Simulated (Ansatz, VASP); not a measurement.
# HfO2: VASP beside Ansatz

Wanted: the spread between two codes on one cell, functional and k mesh. The cell is taken from a series of VASP runs on this material, whose earlier steps may have relaxed, scaled or displaced it; both programs get it as it stands.

Calculated with Ansatz 0.2.0; plane waves, with VASP 6.6.1 beside it; relaxation of cell and atoms at PBEsol.

### Step 1. The structure

It takes space group Fm-3m (No. 225, cubic). Conventional cell: a = 5.020 Å, b = 5.020 Å, c = 5.020 Å, α = 90.00°, β = 90.00°, γ = 90.00°. Nearest to Hf lie 8 O at 2.17 Å. O has 4 Hf at 2.17 Å nearest. Farther neighbours and most contacts between anions are not listed.

### Step 2. VASP: relaxation of cell and atoms, PBEsol

The relaxed volume is the usual yardstick between codes: its relative difference is about their pressure difference at one cell divided by the bulk modulus.

Lines of VASP's logs that name or quote its potential files are left out, and so is its time.

File INCAR:

```
SYSTEM = HfO2
PREC = Accurate
ENCUT = 520
EDIFF = 1E-06
NELM = 100
ISMEAR = 0
SIGMA = 0.05
LREAL = .FALSE.
ALGO = Normal
GGA = PS
NBANDS = 17
LASPH = .TRUE.
LORBIT = 11
LWAVE = .FALSE.
LCHARG = .FALSE.
KPAR = 2
IBRION = 2
NSW = 60
ISIF = 3
EDIFFG = -0.01
```

File POSCAR:

```
HfO2
1.0
    0.0000000000      2.5101620255      2.5101620255
    2.5101620255      0.0000000000      2.5101620255
    2.5101620255      2.5101620255      0.0000000000
Hf O
1 2
Direct
    0.0000000000      0.0000000000      0.0000000000
    0.2500000000      0.2500000000      0.2500000000
    0.7500000000      0.7500000000      0.7500000000
```

File KPOINTS:

```
Automatic mesh
0
Gamma
8 8 8
0 0 0
```

Potentials, in the order of the species: Hf_pv and O (PBE family, release 64).

Launch:

```sh
mpirun -np 2 vasp_std
```

Numbers of over 12 decimals in the logs are rounded to 6 here.

The log of the run:

```text
[banner, memory and clock lines left out]
running    2 mpi-ranks, on    1 nodes
 distrk:  each k-point on    1 cores,    2 groups
 distr:  one band on    1 cores,    1 groups

 POSCAR found type information on POSCAR HfO
 POSCAR found :  2 types and       3 ions
|                                                                             |
|               ----> ADVICE to this user running VASP <----                  |
|                                                                             |
|     You enforced a specific xc type in the INCAR file but a different       |
|     [... a line on the potential file left out ...]
|     I HOPE YOU KNOW WHAT YOU ARE DOING!                                     |
|                                                                             |

 LDA part: xc-table for (Slater+PW92), standard interpolation
 POSCAR, INCAR and KPOINTS ok, starting setup
 FFT: planning ... GRIDC
 FFT: planning ... GRID_SOFT
 FFT: planning ... GRID
 WAVECAR not read
 entering main loop
       N       E                     dE             d eps       ncg     rms          rms(c)
DAV:   1     0.910648021448E+02    0.91065E+02   -0.12767E+04   986   0.129E+03
DAV:   2    -0.331881035182E+02   -0.12425E+03   -0.12023E+03  1307   0.297E+02
DAV:   3    -0.368290409164E+02   -0.36409E+01   -0.36328E+01  1150   0.463E+01
DAV:   4    -0.368486473409E+02   -0.19606E-01   -0.19604E-01  1295   0.385E+00
DAV:   5    -0.368487697237E+02   -0.12238E-03   -0.12237E-03  1124   0.278E-01    0.523E+01
DAV:   6    -0.317994886676E+02    0.50493E+01   -0.20337E+01  1017   0.324E+01    0.442E+01
DAV:   7    -0.316818386345E+02    0.11765E+00   -0.66047E-01  1131   0.699E+00    0.292E+01
DAV:   8    -0.316517378762E+02    0.30101E-01   -0.20469E-01  1015   0.436E+00    0.756E+00
DAV:   9    -0.316371118980E+02    0.14626E-01   -0.44660E-02  1040   0.184E+00    0.242E+00
DAV:  10    -0.316369807173E+02    0.13118E-03   -0.29173E-03  1191   0.425E-01    0.112E-01
DAV:  11    -0.316369745975E+02    0.61198E-05   -0.14908E-04  1113   0.103E-01    0.147E-01
DAV:  12    -0.316369781863E+02   -0.35889E-05   -0.22902E-05  1127   0.351E-02    0.308E-02
DAV:  13    -0.316369786416E+02   -0.45524E-06   -0.72488E-07   835   0.742E-03
   1 F= -.31636979E+02 E0= -.31636979E+02  d E =-.316370E+02
 curvature:   0.00 expect dE= 0.000E+00 dE for cont linesearch  0.000E+00
 trial: gam= 0.00000 g(F)=  0.888E-47 g(S)=  0.914E-06 ort = 0.000E+00 (trialstep = 0.100E+01)
 search vector abs. value=  0.914E-06
 reached required accuracy - stopping structural energy minimisation
```

From OUTCAR (step 2):

```text
ion  position               nearest neighbor table
   1  0.000  0.000  0.000-   3 2.17   3 2.17   3 2.17   2 2.17   3 2.17   2 2.17   2 2.17   2 2.17

  LATTYP: Found a face centered cubic cell.
 ALAT       =     5.0203240510

 Subroutine GETGRP returns: Found 48 space group operations
 (whereof 48 operations were pure point group operations)

The static configuration has the point symmetry O_h .

 Found     29 irreducible k-points:

   k-points           NKPTS =     29   k-points in BZ     NKDIM =     29   number of bands    NBANDS=     17

   dimension x,y,z NGX =    28 NGY =   28 NGZ =   28
   dimension x,y,z NGXF=    56 NGYF=   56 NGZF=   56

   ENCUT  =  520.0 eV  38.22 Ry    6.18 a.u.   6.60  6.60  6.60*2*pi/ulx,y,z

   NELECT =      22.0000    total number of electrons

 k-points in reciprocal lattice and weights: Automatic mesh
   0.00000000  0.00000000  0.00000000       0.002
   0.12500000  0.00000000  0.00000000       0.016
   0.25000000  0.00000000  0.00000000       0.016
   0.37500000  0.00000000  0.00000000       0.016
   0.50000000  0.00000000  0.00000000       0.008
   0.12500000  0.12500000  0.00000000       0.012
   0.25000000  0.12500000  0.00000000       0.047
   0.37500000  0.12500000  0.00000000       0.047
   0.50000000  0.12500000  0.00000000       0.047
[...]
-0.37500000  0.50000000  0.12500000       0.023
  -0.25000000  0.50000000  0.25000000       0.012

 average (electrostatic) potential at core
       1 -36.6991       2 -69.3555       3 -69.3555

 E-fermi :   4.6999

 k-point     1 :       0.0000    0.0000    0.0000
  band No.  band energies     occupation
    ...
      7      -1.1992      2.00000
      8      -1.1992      2.00000
      9       3.7565      2.00000
     10       3.7565      2.00000
     11       3.7565      2.00000
     12       8.2336      0.00000
     13       8.2336      0.00000
     14      10.2690      0.00000
     15      15.1827      0.00000
     16      15.1827      0.00000
    ...

 k-point     2 :       0.1250    0.0000    0.0000
  band No.  band energies     occupation
    ...
      7      -1.0418      2.00000
      8      -0.7535      2.00000
      9       3.2876      2.00000
     10       3.4521      2.00000
     11       3.4521      2.00000
     12       8.5510      0.00000
     13       8.5510      0.00000
     14      10.8838      0.00000
     15      14.4152      0.00000
     16      14.8910      0.00000
    ...

 k-point     3 :       0.2500    0.0000    0.0000
  band No.  band energies     occupation
    ...
      7      -0.6549      2.00000
      8       0.2730      2.00000
      9       2.3612      2.00000
     10       2.9088      2.00000
     11       2.9088      2.00000
     12       9.0202      0.00000
     13       9.0202      0.00000
     14      11.4902      0.00000
     15      13.8565      0.00000
     16      14.3803      0.00000
    ...

  Total       -0.0043535     -0.0043535     -0.0043535      0.0000000      0.0000000      0.0000000
  in kB       -0.2205017     -0.2205017     -0.2205017      0.0000000      0.0000000      0.0000000
  external PRESSURE =      -0.2205017 kB  Pullay stress =       0.0000000 kB

  energy-cutoff  :      520.00
  volume of cell :       31.63
      direct lattice vectors                 reciprocal lattice vectors
     0.000000000  2.510162026  2.510162026    -0.199190329  0.199190329  0.199190329
     2.510162026  0.000000000  2.510162026     0.199190329 -0.199190329  0.199190329
     2.510162026  2.510162026  0.000000000     0.199190329  0.199190329 -0.199190329

 POSITION                                       TOTAL-FORCE (eV/Angst)
 -----------------------------------------------------------------------------------
      0.00000      0.00000      0.00000        -0.000000     -0.000000     -0.000000
      1.25508      1.25508      1.25508        -0.000000     -0.000000     -0.000000
      3.76524      3.76524      3.76524         0.000000      0.000000      0.000000
 -----------------------------------------------------------------------------------
    total drift:                                0.000000      0.000000      0.000000

  FREE ENERGIE OF THE ION-ELECTRON SYSTEM (eV)
  ---------------------------------------------------
  free  energy   TOTEN  =       -31.6369786416 eV

  energy  without entropy=      -31.6369786416  energy(sigma->0) =      -31.63697864

 reached required accuracy - stopping structural energy minimisation

 total charge
# of ion       s       p       d       tot
------------------------------------------
    1        0.303   6.620   1.429   8.352
    2        1.557   3.550   0.000   5.107
    3        1.557   3.550   0.000   5.107
--------------------------------------------------
tot          3.418  13.719   1.429  18.566

[... 3 further parts left out ...]
```

CONTCAR:

```
HfO2
   1.00000000000000
     0.0000000000000000    2.5101620255000001    2.5101620255000001
     2.5101620255000001    0.0000000000000000    2.5101620255000001
     2.5101620255000001    2.5101620255000001    0.0000000000000000
  Hf              O
     1     2
Direct
     0.0000000000000000    0.0000000000000000    0.0000000000000000
     0.2500000000000000    0.2500000000000000    0.2500000000000000
     0.7500000000000000    0.7500000000000000    0.7500000000000000
```

Harder data sets than Hf_pv exist (the GW ones), and pressures, volumes and forces can shift noticeably with them.

### Step 3. Ansatz: relaxation of cell and atoms, PBEsol

Ansatz runs on its default PAW (the set named soft_2) files.

The same cell, functional, mesh and smearing now go to Ansatz, which takes its cutoff from its data sets.

File input.yaml:

```yaml
crystal:
  lattice:
    - [0.0, 2.5101620255, 2.5101620255]
    - [2.5101620255, 0.0, 2.5101620255]
    - [2.5101620255, 2.5101620255, 0.0]
  atoms:
    - { symbol: Hf, position: [0.0, 0.0, 0.0] }
    - { symbol: O, position: [0.25, 0.25, 0.25] }
    - { symbol: O, position: [0.75, 0.75, 0.75] }
hamiltonian:
  xc: pbesol
  pseudopotentials: { kind: paw }
kpoints:
  mp_grid: { grid: [8, 8, 8] }
scf:
  occupations: { method: gaussian, width: 0.05 }
relax:
  f_tol: 0.01
  max_steps: 60
  cell: { stress_tol: 0.05 }
output:
  forces: true
  stress: true
```

Launch:

```sh
ansatz run input.yaml --threads 4 --pin off --max-ram 9216MiB --backend cpu --events-out ev --progress --plain --runs-dir out
```

The log of the run:

```text
Engine: ansatz 0.2.0, aarch64-unknown-linux-gnu
Pseudopotentials: kind: paw
Pseudopotential: Hf, paw, valence charge 26, recommended cutoff 420 eV (normal), Hf.paw.azcp
Pseudopotential: O, paw, valence charge 6, recommended cutoff 420 eV (normal), O.paw.azcp
Functional definition: PBEsol
  exchange = pbesol_x
  correlation = pbesol_c
Crystal: 3 atoms, lattice volume = 31.633 Å³
Basis set: ecut = 420 eV, 609 PW (Γ), exchange–correlation on 48×48×48 points (8 copies of the dense FFT grid, shifted against one another)
Bands: 23, of which v1, the nominal top of the filled ones, is band 19 counted from 1 (18 counted from 0)
Symmetry: 48 space group operations
Space group: Fm-3m (ITA 225), of the structure as read, at distance tolerance 3.2e-5 Å
k-points: 29 of 512
Non-local potential: Hf, projectors of the file, l = 0: 3, l = 1: 2, l = 2: 2, l = 3: 3
Non-local potential: O, projectors of the file, l = 0: 2, l = 1: 2, l = 2: 1
PAW form: soft (Blöchl's): semilocal exchange-correlation on the pseudo side does not see the compensation charge
PAW frozen core: Hf, regenerated for the run's functional, and the local potential with it (the file was generated under x = pbe(κ = 0.804, μ = 0.219515), c = pbe(β = 0.066725))
PAW frozen core: O, regenerated for the run's functional, and the local potential with it (the file was generated under x = pbe(κ = 0.804, μ = 0.219515), c = pbe(β = 0.066725))
PAW one-centre angular grid: Hf, 590 points (default); XC on 64 Gauss nodes
PAW one-centre angular grid: O, 110 points (default); XC on 64 Gauss nodes
Initial density: superposition of atomic densities (neutral atoms: chi_scale 0, normalization atom), corrected by the library's trained network
Initial wavefunctions: pseudopotential atomic-orbital guess
Functional: x = pbesol(κ = 0.804, μ = 0.123457), c = pbesol(β = 0.046)
SCF iter   1: F=—  HF=-16725.086954 eV  |F-HF|=—  |Δ(HF+E_count)|=         —  Δρ=1.71e-2  dr2=7.17e-2  ethr=1.77e-3  ⟨swp⟩=4.7  Hψ=2447  notcnv=0
preconditioner: auto → none  [insulator: Δε(μ)=3.525 eV  Ē_g=18.269 eV  σ=0.050 eV  W_gap=1.00  n_scr=14 (ndim 8)  ℏωp=39.6 eV  f_vac=0.061  D(μ)=0.00/eV (n_scr^D=0)  ε∞_Penn≈5.7]
SCF iter   2: F=—  HF=-16725.075441 eV  |F-HF|=—  |Δ(HF+E_count)|=   1.15e-2  Δρ=1.00e-2  dr2=2.57e-2  ethr=1.89e-4  ⟨swp⟩=2.0  Hψ=1447  notcnv=0
SCF iter   3: F=—  HF=-16725.068366 eV  |F-HF|=—  |Δ(HF+E_count)|=   7.07e-3  Δρ=1.36e-3  dr2=2.36e-4  ethr=6.76e-5  ⟨swp⟩=2.0  Hψ=1182  notcnv=0
SCF iter   4: F=—  HF=-16725.068457 eV  |F-HF|=—  |Δ(HF+E_count)|=   9.13e-5  Δρ=5.43e-4  dr2=2.82e-5  ethr=6.21e-7  ⟨swp⟩=2.7  Hψ=1206  notcnv=0
SCF iter   5: F=—  HF=-16725.068445 eV  |F-HF|=—  |Δ(HF+E_count)|=   1.19e-5  Δρ=1.19e-4  dr2=1.37e-6  ethr=7.43e-8  ⟨swp⟩=2.6  Hψ=1223  notcnv=0
SCF iter   6: F=-16725.068447 eV  HF=-16725.068447 eV  |F-HF|=3.20e-9  |Δ(HF+E_count)|=   1.80e-6  Δρ=7.69e-6  dr2=8.44e-9  ethr=2.63e-10  ⟨swp⟩=5.0  Hψ=2711  notcnv=0
SCF 1 converged in 6 iterations: F = -16725.068447 eV  dr2 = 8.44e-9
  greatest PAW one-centre occupation: 0.999 electrons in one spin orbital (limit 2), on the Hf atom at site 0 (counted from 0), in its partial waves of l = 3
relax step   1: F+E_penalty+E_count = -16725.06844696 eV  Δ(F+E_penalty+E_count) = +0.000e0 eV  max|allowed force component| = 1.542e-18 eV/Å  Δτ_max = 0.0000 Å  P = +3.806 GPa  Ω = 31.633 Å³  (6 SCF iters, dr2 threshold 1.00e-7 eV, accepted)
[...]
relax step   2: F+E_penalty+E_count = -16725.07038978 eV  Δ(F+E_penalty+E_count) = -1.943e-3 eV  max|allowed force component| = 3.469e-18 eV/Å  Δτ_max = 0.0000 Å  P = -0.592 GPa  Ω = 32.129 Å³  energy of the carried Pulay correction = -2.953e-3 eV  (6 SCF iters, dr2 threshold 3.00e-7 eV, accepted)
[...]
relax step   3: F+E_penalty+E_count = -16725.07091799 eV  Δ(F+E_penalty+E_count) = -5.282e-4 eV  max|allowed force component| = 1.369e-17 eV/Å  Δτ_max = 0.0000 Å  P = -0.010 GPa  Ω = 32.061 Å³  energy of the carried Pulay correction = -2.552e-3 eV  (4 SCF iters, dr2 threshold 3.00e-7 eV, accepted)
[...]
relax step   4: F+E_penalty+E_count = -16725.07336308 eV  Δ(F+E_penalty+E_count) = -2.445e-3 eV  max|allowed force component| = 1.465e-17 eV/Å  Δτ_max = 0.0000 Å  P = +0.137 GPa  Ω = 32.061 Å³  stress off target by 1.37e-1 GPa  SCF on the basis re-selected at this cell (its energy is not comparable with the rows above)  (6 SCF iters)
[...]
relax step   5: F+E_penalty+E_count = -16725.07327423 eV  Δ(F+E_penalty+E_count) = +8.886e-5 eV  max|allowed force component| = 2.178e-17 eV/Å  Δτ_max = 0.0000 Å  P = +0.003 GPa  Ω = 32.077 Å³  energy of the carried Pulay correction = -9.577e-5 eV  (4 SCF iters, dr2 threshold 4.66e-8 eV, accepted)
[...]
relax step   6: F+E_penalty+E_count = -16725.07327423 eV  Δ(F+E_penalty+E_count) = -1.710e-9 eV  max|allowed force component| = 2.101e-17 eV/Å  Δτ_max = 0.0000 Å  P = +0.005 GPa  Ω = 32.077 Å³  stress off target by 5.48e-3 GPa  SCF on the basis re-selected at this cell (its energy is not comparable with the rows above)  (4 SCF iters)
basis re-selected at this cell: Δ(F+E_penalty+E_count) = -1.710e-9 eV, ΔP = +0.003 GPa vs the last step (what re-selecting the basis moved, of the pressure what is left beyond the Pulay correction that the steps carried, after the strain that the cell walked since its last selection, with what the two solves' SCF thresholds leave and, on support functions, any second-order correction that the steps lacked; it is no m [...]
SCF converged after 4 iterations
Free energy (F): -16725.073274 eV
Harris-Foulkes:  -16725.073274 eV  (|F-HF|=1.09e-11)
Internal energy: -16725.073274 eV  (E = F + TS)
E sigma→0 (E₀):  -16725.073274 eV
Fermi energy:    18.071632 eV
--- Per-component energies (eV) ---
  E_band       = 61.710211
  E_kinetic    = 771.868821
  E_local      = -5694.227553  (includes V_loc(G=0)·N_el)
  E_nonlocal   = -1140.844114
  E_hartree    = 2613.387310
  E_xc         = -443.744284
  E_vxc        = -453.550296  (∫ρ·V_xc dr)
  E_paw        = -7111.020259  (= ΣΔE_a)
  E_vpaw       = 1351.683639  (= ΣTr[D̂ρ^β])
  E_aug_tail   = 0.004965  (compensation charges beyond the density's cutoff)
  E_ewald      = -5721.819828
  E_core_change = 1.321667  (= ΣΔE_core)
  E_smearing   = -0.000000  (= −TS)
  E_closure    = 0.000000  (closes the sum)
  Σ components = -16725.073274   (vs F -16725.073274, Δ=0.00e0)
--- Forces (eV/Å), atoms counted from 1 ---
  atom   1  Hf     0.00000000    -0.00000000     0.00000000
  atom   2  O      0.00000000     0.00000000     0.00000000
  atom   3  O     -0.00000000    -0.00000000    -0.00000000
  max |Σ_I F_I| component: 6.94e-18 eV/Å
--- Stress (GPa, compression-positive) ---
        0.005479      -0.000000      -0.000000
       -0.000000       0.005479       0.000000
       -0.000000      -0.000000       0.005479
  P = ⅓ Tr σ = 0.0055 GPa (0.055 kbar)
--- Relaxed structure (4 steps of the walk, 4 accepted, 2 SCFs on fresh bases) ---
  F+E_penalty+E_count = -16725.07327423 eV   max|allowed force component| = 2.101e-17 eV/Å   (the final SCF, on the basis selected at the relaxed cell)
  cell:  # Å, volume = 32.0773 Å³
    - [0, 2.521871, 2.521871]
    - [2.521871, 0, 2.521871]
    - [2.521871, 2.521871, 0]
  atoms:
    - { symbol: Hf, position: [0, 0, 0] }
    - { symbol: O, position: [0.25, 0.25, 0.25] }
    - { symbol: O, position: [0.750000, 0.750000, 0.750000] }
```

The job ended after 2.1 s (4 threads of Arm Neoverse V2, shared host; peak memory 0.38 GiB).

### Step 4. Side by side

Known differences besides the potentials themselves: both relaxations stop at a tolerance, which leaves soft axes loose, and VASP keeps its plane-wave basis; the data sets hold 38 valence electrons in Ansatz (default PAW (the set named soft_2) files) and 22 in VASP; the cutoff is 420 eV in Ansatz and 520 eV in VASP; Ansatz makes its cores anew for this functional, VASP keeps those of its PBE data sets; Ansatz adds a Pulay correction to the stress that steers its cell, VASP none. Total energies have different zeros and are not compared.

Both answers:

```tsv
quantity	Ansatz	VASP	difference
volume (Å³)	32.08	31.63	+1.41 %
edge a after relaxation, in the typed setting (Å)	3.567	3.550	+0.47 %
```

The walks stopped with 0.01 GPa left in Ansatz and -0.02 GPa in VASP; each walk ends within a tolerance, so the volume difference is uncertain by about these residues over the bulk modulus, most in soft cells.

A further Ansatz single point at VASP's end cell gives 3.81 GPa where VASP has -0.02 GPa.

### Step 5. Results

```json
{"difference in volume (relaxation of cell and atoms, PBEsol)": "1.4 %"}
```

**Reading.** The difference in volume is 1.4 % (relaxation of cell and atoms, PBEsol), beyond the 1.2 % picked in this series as the mark of a large difference, as far as the stopping tolerances let one tell. A pressure difference of 3.83 GPa at VASP's end cell goes with 1.4 % of volume. Such differences can come from data sets, numerical settings and the points named under the comparisons, not from the functional's error against experiment.

[Lines on the potential files, build, host, timing and source positions are cut from VASP's logs without a mark.]

[Logs are printed without paths, hosts, clocks, repeated set-up lines and the standing remarks that a program may print on its own settings, such as how far it seeks lower states.]

[Hosts, paths, dates, database ids (printed as entryN), source tags and the programs' standing remarks are cut or masked in the printed files.]
